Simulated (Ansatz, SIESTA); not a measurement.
**YN: 3 runs at one level of theory**

```
Y N
1.0
     0.00000    2.43850    2.43850
     2.43850    0.00000    2.43850
     2.43850    2.43850    0.00000
Y N
1 1
Cartesian
  0.0000 0.0000 0.0000
  2.4385 2.4385 2.4385
```

Alike in all runs: task equation of state; functional PBEsol; k mesh 9 × 9 × 9; occupations fermi-dirac, width 0.05 eV; no spin polarisation; no spin-orbit coupling.

```csv
program and potentials,plane-wave cutoff (eV),notes,equilibrium volume (Å³/atom),bulk modulus (GPa)
"Ansatz, Ansatz PAW",420,"potentials made for PBE, which Ansatz adapts in part",14.32,171.4
"Ansatz, all-electron LAPW, scalar-relativistic",-,-,14.32,170.9
"SIESTA, files PseudoDojo sr-pbesol-0.4.1-standard, DZP (energy shift 0.003 Ry; two zetas on semicore shells)",-,atomic basis,14.46,167.9
```

The equilibrium volume spans 14.32 (Ansatz, Ansatz PAW) to 14.46 Å³/atom (SIESTA, files PseudoDojo sr-pbesol-0.4.1-standard, DZP (energy shift 0.003 Ry; two zetas on semicore shells)), with all-electron results at 14.32. The bulk modulus spans 167.9 (SIESTA, files PseudoDojo sr-pbesol-0.4.1-standard, DZP (energy shift 0.003 Ry; two zetas on semicore shells)) to 171.4 GPa (Ansatz, Ansatz PAW), with all-electron results at 170.9. Rows in atomic bases carry the error of their basis and grid, which can be large.

Differences between rows come from potentials, basis sets and numerical settings, since the functional is the same but for its coding. Runs on potential files found faulty are left out.
